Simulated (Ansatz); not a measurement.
# Rh: an elastic constant from a strain scan

Method: DFT PBE, scalar-relativistic, plane waves, PAW in Ansatz. The runs took a 420 eV cutoff, a Γ-centred 26×26×26 mesh and Gaussian smearing (0.15 eV). No spin polarisation. Energies are free energies at this smearing, counted from the undisturbed cell; pressure is positive in compression.

The starting cell (relaxed at this level; with this scan's settings it stands at 0.1 GPa):

```xyz
1
Lattice="0.0000 1.9150 1.9150 1.9150 0.0000 1.9150 1.9150 1.9150 0.0000" Properties=species:S:1:pos:R:3 pbc="T T T"
Rh    0.0000    0.0000    0.0000
```

The cell is strained by ε times the Voigt pattern (0, 1, 0, 0, 0, 0) (xx, yy, zz, yz, xz, xy; engineering shear) with fractional coordinates fixed. The cell holds 1 atom in V0 = 14.04 Å³. The stress column is τ = (1/V0) dE/dε, got from the stress tensor σ (compression positive) at each point as −det(1 + εP) σ : P(1 + εP)⁻¹, with P the pattern as a tensor.

| ε | ΔE (meV/atom) | τ (GPa) |
| --- | --- | --- |
| -0.1000 | 222.832 | -55.749 |
| -0.0750 | 119.371 | -38.993 |
| -0.0500 | 50.519 | -24.163 |
| -0.0250 | 12.084 | -11.223 |
| 0.0000 | 0.000 | -0.097 |
| 0.0250 | 10.444 | 9.359 |
| 0.0500 | 39.881 | 17.255 |
| 0.0750 | 85.027 | 23.716 |
| 0.0875 | 112.542 | 26.451 |
| 0.1000 | ? | ? |

Problem. Which combination of elastic constants does this scan measure, and how large is it?

Solution. For small ε, τ = τ0 + Kε with K = pᵀCp, which for this pattern is C11 in the cubic axes. The parabola through τ at ε = -0.0250, 0 and 0.0250 has slope K = 412 GPa at zero. The energies per cell, E = NΔE, of the same two points give K = 2[E(ε₊)/ε₊ − E(ε₋)/ε₋]/[(ε₊ − ε₋)V0] = 411 GPa, in agreement.

Problem. Predict the withheld row at ε = 0.1000 from the harmonic law, and compare.

Solution. ΔE = V0(τ0 ε + Kε²/2)/N = 179.572 meV/atom and τ = 41.07 GPa. The calculation gives 142.880 meV/atom and 28.87 GPa: the energy lies 20 % below the harmonic value, as bonds soften when stretched.

In a metal these slopes depend on the k mesh and the smearing.